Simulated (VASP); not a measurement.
# In2O3 (R-3c) in VASP: further runs

One crystal, In2O3, is run at these levels: LDA; tasks: single point.

All numbers are computed with VASP 6.6.1; they aren't measurements. Logs are shortened: lines on timing, memory, paths and dates and some standing lists are left out, and cuts for length are marked.

## 1. The structure

It takes space group R-3c (No. 167, trigonal). The conventional cell has a = 5.487 Å, b = 5.487 Å, c = 14.510 Å, α = 90.00°, β = 90.00°, γ = 120.00°. Around In (site symmetry 3) lie 6 O at 2.12 to 2.26 Å. Around O (site symmetry 2) lie 4 In at 2.12 to 2.26 Å.

## 2. Single point, LDA

Input file INCAR:

```
SYSTEM = In2O3
  PREC = Accurate
  ENCUT = 700
  EDIFF = 1E-7
  ISMEAR = 0
  SIGMA = 0.05
  LREAL = .False.
  LASPH = .True.
  NELM = 100
  ALGO = Normal
  ISIF = 2
  LWAVE = .False.
  LCHARG = .False.
  GGA = CA
  ADDGRID = .False.
```

Input file KPOINTS:

```
regular mesh
0
Gamma
  3 3 3
  0 0 0
```

Input file POSCAR:

```
In2O3
1.0
    2.7435000000      1.5839604635      4.8366666667
   -2.7435000000      1.5839604635      4.8366666667
    0.0000000000     -3.1679209270      4.8366666667
In O
4 6
Direct
    0.8573100000      0.8573100000      0.8573100000
    0.6426900000      0.6426900000      0.6426900000
    0.1426900000      0.1426900000      0.1426900000
    0.3573100000      0.3573100000      0.3573100000
    0.0480000000      0.7500000000      0.4520000000
    0.7500000000      0.4520000000      0.0480000000
    0.4520000000      0.0480000000      0.7500000000
    0.9520000000      0.2500000000      0.5480000000
    0.2500000000      0.5480000000      0.9520000000
    0.5480000000      0.9520000000      0.2500000000
```

Potentials or basis: VASP PAW LDA potentials, release 64 (In_d, O).

On the command line:

```
$ cat potpaw_LDA.64/In_d/POTCAR potpaw_LDA.64/O/POTCAR > POTCAR
$ mpirun -np 1 vasp_std > vasp.out
```

OUTCAR:

```text
SYSTEM = In2O3
   PREC = Accurate
   ENCUT = 700
   EDIFF = 1E-7
   ISMEAR = 0
   LREAL = .False.
   LASPH = .True.
   NELM = 100
   ISIF = 2
   GGA = CA

 Found      6 irreducible k-points:

 Following reciprocal coordinates:
            Coordinates               Weight
  0.000000  0.000000  0.000000      1.000000
  0.333333 -0.000000  0.000000      6.000000
  0.333333  0.333333  0.000000      6.000000
 -0.333333  0.333333  0.000000      6.000000
  0.333333  0.333333  0.333333      2.000000
 -0.333333  0.333333  0.333333      6.000000
   k-points           NKPTS =      6   k-points in BZ     NKDIM =      6   number of bands    NBANDS=     52
   number of dos      NEDOS =    301   number of ions     NIONS =     10
   total plane-waves  NPLWV = 125000
   dimension x,y,z NGX =    50 NGY =   50 NGZ =   50
   dimension x,y,z NGXF=   100 NGYF=  100 NGZF=  100
   ions per type =               4   6
   NGX,Y,Z   is equivalent  to a cutoff of  14.38, 14.38, 14.38 a.u.
   NGXF,Y,Z  is equivalent  to a cutoff of  28.75, 28.75, 28.75 a.u.
 SYSTEM =  In2O3
   PREC   = accura    normal or accurate (medium, high low for compatibility)
   ISTART =      0    job   : 0-new  1-cont  2-samecut
   ICHARG =      2    charge: 1-file 2-atom 10-const
   ISPIN  =      1    spin polarized calculation?
   LNONCOLLINEAR =      F non collinear calculations
   LSORBIT =      F    spin-orbit coupling
   LASPH  =      T    aspherical Exc in radial PAW
   ENCUT  =  700.0 eV  51.45 Ry    7.17 a.u.  12.47 12.47 12.47*2*pi/ulx,y,z
   NELM   =    100;   NELMIN=  2; NELMDL= -5     # of ELM steps
   EDIFF  = 0.1E-06   stopping-criterion for ELM
   LREAL  =      F    real-space projection
   EDIFFG = 0.1E-05   stopping-criterion for IOM
   NSW    =      0    number of steps for IOM
   IBRION =     -1    ionic relax: 0-MD 1-quasi-New 2-CG
   NFREE  =      0    steps in history (QN), initial steepest desc. (CG)
   ISIF   =      2    stress and relaxation
   ISYM   =      2    0-nonsym 1-usesym 2-fastsym
   POTIM  = 0.5000    time-step for ionic-motion
   TEBEG  =    0.0;   TEEND  =   0.0 temperature during run
   PSTRESS=    0.0 pullay stress
   NELECT =      88.0000    total number of electrons
   NUPDOWN=      -1.0000    fix difference up-down
   EMIN   =  10.00;   EMAX   =-10.00  energy-range for DOS
   EFERMI =   0.00;   METHOD = LEGACY
   ISMEAR =     0;   SIGMA  =   0.05  broadening in eV -4-tet -1-fermi 0-gaus
   EFERMI_NEDOS =   21; number of points for ismear=-14 and -15
   IALGO  =     38    algorithm
   IMIX   =      4    mixing-type and parameters
     AMIX     =   0.40;   BMIX     =  1.00
     AMIX_MAG =   1.60;   BMIX_MAG =  1.00
  volume/ion in A,a.u.               =      12.61        85.10
  Fermi-wavevector in a.u.,A,eV,Ry     =   1.452068  2.744010 28.687886  2.108500
  Thomas-Fermi vector in A             =   2.569492
   LORBIT       =      0    0 simple, 1 ext, 2 COOP (PROOUT), +10 PAW based schemes
   GGA     = CA    functional components
   LHFCALC =     F    Hartree Fock is set to
   AEXX    =    0.0000 exact exchange contribution
   IVDW    =     0    specifies the selected vdW correction
   LEPSILON=     F    determine dielectric tensor
   LRPA    =     F    only Hartree local field effects (RPA)
 non-spin polarized calculation
 Gauss-broadening in eV      SIGMA  =   0.05
  energy-cutoff  :      700.00
  volume of cell :      126.11
 maximum number of plane-waves:      5320
 NGX is ok and might be reduce to    50
   NGX = 25   NGY = 25   NGZ = 25

 number of electron      88.0000002 magnetization

 Free energy of the ion-electron system (eV)
  ---------------------------------------------------
  ext. energy  EPLUGINS =         0.00000000
  ---------------------------------------------------
  free energy    TOTEN  =       -63.66664840 eV

  energy without entropy =      -63.66664840  energy(sigma->0) =      -63.66664840

 E-fermi :   5.5672     XC(G=0): -11.7563

 val. band max:        5.3021118776   @ k =   0.3333  -0.0000   0.0000
 cond. band min:       6.5033347044   @ k =   0.0000   0.0000   0.0000
 fundamental gap:      1.2012228267
 Fermi energy:         5.5671823840

 k-point     1 :       0.0000    0.0000    0.0000
  band No.  band energies     occupation
      1     -12.1152      2.00000
      2     -11.1948      2.00000
      3     -11.1948      2.00000
      4     -10.9510      2.00000
      5     -10.9510      2.00000
      6     -10.8447      2.00000
[... 44 lines left out ...]
     51      14.3423      0.00000
     52      14.6040      0.00000

 k-point     2 :       0.3333   -0.0000    0.0000
  band No.  band energies     occupation
      1     -11.8119      2.00000
      2     -11.2266      2.00000
      3     -11.1447      2.00000
      4     -11.1295      2.00000
      5     -11.0194      2.00000
      6     -10.9577      2.00000
[... 44 lines left out ...]
     51      14.4527      0.00000
     52      15.1647      0.00000

 k-point     3 :       0.3333    0.3333    0.0000
  band No.  band energies     occupation
      1     -11.7829      2.00000
      2     -11.3093      2.00000
      3     -11.1652      2.00000
      4     -11.0788      2.00000
      5     -11.0206      2.00000
      6     -10.8843      2.00000
[... 44 lines left out ...]
     51      13.7871      0.00000
     52      15.3651      0.00000

 k-point     4 :      -0.3333    0.3333    0.0000
  band No.  band energies     occupation
      1     -11.5095      2.00000
      2     -11.4788      2.00000
      3     -11.2102      2.00000
      4     -11.0938      2.00000
      5     -11.0215      2.00000
      6     -10.9328      2.00000
[... 44 lines left out ...]
     51      14.0653      0.00000
     52      14.8560      0.00000

 k-point     5 :       0.3333    0.3333    0.3333
  band No.  band energies     occupation
      1     -11.8284      2.00000
      2     -11.1966      2.00000
      3     -11.1365      2.00000
      4     -11.1365      2.00000
      5     -11.0147      2.00000
      6     -11.0147      2.00000
[... 44 lines left out ...]
     51      14.7251      0.00000
     52      14.7487      0.00000

 k-point     6 :      -0.3333    0.3333    0.3333
  band No.  band energies     occupation
      1     -11.5173      2.00000
      2     -11.4804      2.00000
      3     -11.2075      2.00000
      4     -11.0995      2.00000
      5     -11.0221      2.00000
      6     -10.9387      2.00000
[... 44 lines left out ...]
     51      14.2356      0.00000
     52      14.3671      0.00000

------------------------ aborting loop because EDIFF is reached ----------------------------------------

  FORCE on cell =-STRESS in cart. coord.  units (eV):
  Direction    XX          YY          ZZ          XY          YZ          ZX
  --------------------------------------------------------------------------------------
  -------------------------------------------------------------------------------------
  Total       -2.0463125     -2.0463125     -2.4548712     -0.0000000      0.0000000      0.0000000
  in kB      -25.9977546    -25.9977546    -31.1883638     -0.0000000      0.0000000      0.0000000
  external PRESSURE =     -27.7279577 kB  Pullay stress =       0.0000000 kB

 VOLUME and BASIS-vectors are now :
 -----------------------------------------------------------------------------
  energy-cutoff  :      700.00
  volume of cell :      126.11
      direct lattice vectors                 reciprocal lattice vectors
     2.743500000  1.583960463  4.836666667     0.182248952  0.105221482  0.068917988
    -2.743500000  1.583960463  4.836666667    -0.182248952  0.105221482  0.068917988
     0.000000000 -3.167920927  4.836666667     0.000000000 -0.210442963  0.068917988

 POSITION                                       TOTAL-FORCE (eV/Angst)
 -----------------------------------------------------------------------------------
      0.00000      0.00000     12.43957         0.000000     -0.000000     -0.108121
      0.00000      0.00000      9.32543         0.000000      0.000000      0.108121
      0.00000      0.00000      2.07043         0.000000     -0.000000      0.108121
      0.00000      0.00000      5.18457         0.000000      0.000000     -0.108121
     -1.92594     -0.16790      6.04583        -0.086821     -0.150378      0.000000
      0.81756      1.75186      6.04583        -0.086821      0.150378      0.000000
      1.10837     -1.58396      6.04583         0.173641     -0.000000      0.000000
      1.92594      0.16790      8.46417         0.086821      0.150378      0.000000
     -0.81756     -1.75186      8.46417         0.086821     -0.150378      0.000000
     -1.10837      1.58396      8.46417        -0.173641     -0.000000      0.000000
 -----------------------------------------------------------------------------------
    total drift:                                0.000000      0.000000      0.000000

  FREE ENERGIE OF THE ION-ELECTRON SYSTEM (eV)
  ---------------------------------------------------
  free  energy   TOTEN  =       -63.6666483993 eV

  energy  without entropy=      -63.6666483993  energy(sigma->0) =      -63.66664840
```

Wall time 48 s (1 thread of Intel Xeon 6975P-C (Granite Rapids), shared host); peak memory 0.28 GiB.

The run converged, but some of its settings lie outside the range that counts as converged, so its numbers aren't taken as properties of the crystal.

What came out:

```
Free energy            : -63.6666 eV
Pressure               : -2.8 GPa
Largest force          : 0.174 eV/Å
Band gap on the k mesh : 1.20 eV, indirect (least direct gap 1.25 eV)
```

Caveat: the k mesh is coarse (spacing up to 0.46 Å⁻¹), so the values aren't converged; spin-orbit coupling is left out, which moves the levels of the heavy elements; an odd mesh through Γ misses points on the zone boundary, where band edges often lie.

## 3. Single point, LDA

INCAR: that of step 2 with these lines changed.

```diff
@@ -2,6 +2,6 @@
   PREC = Accurate
-  ENCUT = 700
+  ENCUT = 450
   EDIFF = 1E-7
   ISMEAR = 0
-  SIGMA = 0.05
+  SIGMA = 0.5
   LREAL = .False.
```

Input file KPOINTS:

```
regular mesh
0
Gamma
  4 4 4
  0 0 0
```

POSCAR is that of step 2.

Potentials or basis: VASP PAW LDA potentials, release 64 (In_d, O).

On the command line:

```
$ cat potpaw_LDA.64/In_d/POTCAR potpaw_LDA.64/O/POTCAR > POTCAR
$ mpirun -np 1 vasp_std > vasp.out
```

It took 38 s on 1 thread of Intel Xeon 6975P-C (Granite Rapids), shared host; peak memory 0.21 GiB.

These settings aren't checked as converged: the numbers below hold their error.

Results:

* Free energy: -63.6706 eV
* Largest force: 0.176 eV/Å
* Band gap on the k mesh: 1.21 eV, indirect (least direct gap 1.25 eV)

Caveat: the cutoff is under 1.25 times the usual one of these potentials, so pressure, stress and relaxed cells hold a basis-set (Pulay) error; spin-orbit coupling is left out, which moves the levels of the heavy elements.

## 4. Single point, LDA

INCAR: that of step 3 with these lines changed.

```diff
@@ -5,3 +5,3 @@
   ISMEAR = 0
-  SIGMA = 0.5
+  SIGMA = 0.1
   LREAL = .False.
```

KPOINTS is that of step 3.

POSCAR is that of step 3.

On the command line:

```
$ cat potpaw_LDA.64/In_d/POTCAR potpaw_LDA.64/O/POTCAR > POTCAR
$ mpirun -np 1 vasp_std > vasp.out
```

Run time: 36 s. Hardware: 1 thread of Intel Xeon 6975P-C (Granite Rapids), shared host; peak memory 0.22 GiB.

These settings aren't checked as converged: the numbers below hold their error.

Results:

```
Free energy            : -63.6686 eV
Largest force          : 0.176 eV/Å
Band gap on the k mesh : 1.21 eV, indirect (least direct gap 1.25 eV)
```

Caveat: the cutoff is under 1.25 times the usual one of these potentials, so pressure, stress and relaxed cells hold a basis-set (Pulay) error; spin-orbit coupling is left out, which moves the levels of the heavy elements.

## 5. The reference run

An earlier run on the cell as given: functional PBE; potentials or basis VASP PAW PBE potentials, release 64 (In_d, O); cutoff 520 eV; k mesh 6 × 6 × 6; occupations fermi-dirac, width 0.05 eV; no spin polarisation.

* Pressure: 9.0 GPa
* Largest force: 0.139 eV/Å
* Band gap on the k mesh: 1.30 eV, indirect (least direct gap 1.34 eV)
